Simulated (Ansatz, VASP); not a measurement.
# SrO: VASP beside Ansatz

Contents of INCAR:

```
  PREC = Accurate
  ENCUT = 520
  EDIFF = 1E-6
  ISMEAR = 0
  SIGMA = 0.05
  LREAL = F
  LASPH = T
  NELM = 100
  ALGO = Normal
  ISIF = 2
  LWAVE = F
  LCHARG = T
  GGA = CA
  LELF = T
  LVHAR = T
  NBANDS = 15
```

KPOINTS

```
Automatic mesh
0
Gamma
  8 8 8
```

The input POSCAR:

```
SrO
1.0
    0.0000000000      2.5698000000      2.5698000000
    2.5698000000      0.0000000000      2.5698000000
    2.5698000000      2.5698000000      0.0000000000
Sr O
1 1
Direct
   -0.0121604794     -0.0121604794      0.0121604794
    0.5000000000      0.5000000000      0.5000000000
```

Input for Ansatz:

```yaml
crystal:
  lattice:
    - [0.0, 2.5698, 2.5698]
    - [2.5698, 0.0, 2.5698]
    - [2.5698, 2.5698, 0.0]
  atoms:
    - { symbol: Sr, position: [-0.0121604794, -0.0121604794, 0.0121604794] }
    - { symbol: O, position: [0.5, 0.5, 0.5] }
basis:
  ecutwfc: 420
kpoints:
  mp_grid: { grid: [8, 8, 8] }
hamiltonian:
  xc: lda
scf:
  occupations: { method: gaussian, width: 0.05 }
output:
  forces: true
  stress: true
  eigenvalues: true
```

Change from the starting cell: all Sr atoms moved +0.062 Å, as atom 1 towards its neighbour atom 2 (O) at 2.570 Å.

Alike in both runs: task single point; functional LDA; k mesh 8 × 8 × 8; occupations gaussian, width 0.05 eV; no spin polarisation.

|  | VASP | Ansatz |
| --- | --- | --- |
| version | VASP 6.6.1 | Ansatz 0.2.0 |
| potentials or method | VASP PAW LDA potentials, release 64 (Sr_sv, O) | scalar-relativistic, plane waves, PAW |
| plane-wave cutoff (eV) | 520 | 420 |
| valence electrons in the cell | 16 | 16 |

```tsv
	VASP	Ansatz	Ansatz less VASP
gap on the k mesh at the Fermi level (eV)	3.11	3.17	+0.058
least direct gap on the mesh (eV)	3.18	3.23	+0.049
pressure (GPa)	-3.4	-4.1	-0.69
largest component of the traceless stress (GPa)	0.30	0.28	-0.020
rms of the force components (eV/Å)	0.072	0.066	-0.0059
```

Atom by atom the forces differ by 0.006 eV/Å (rms over components).

A k mesh can miss the band edges.
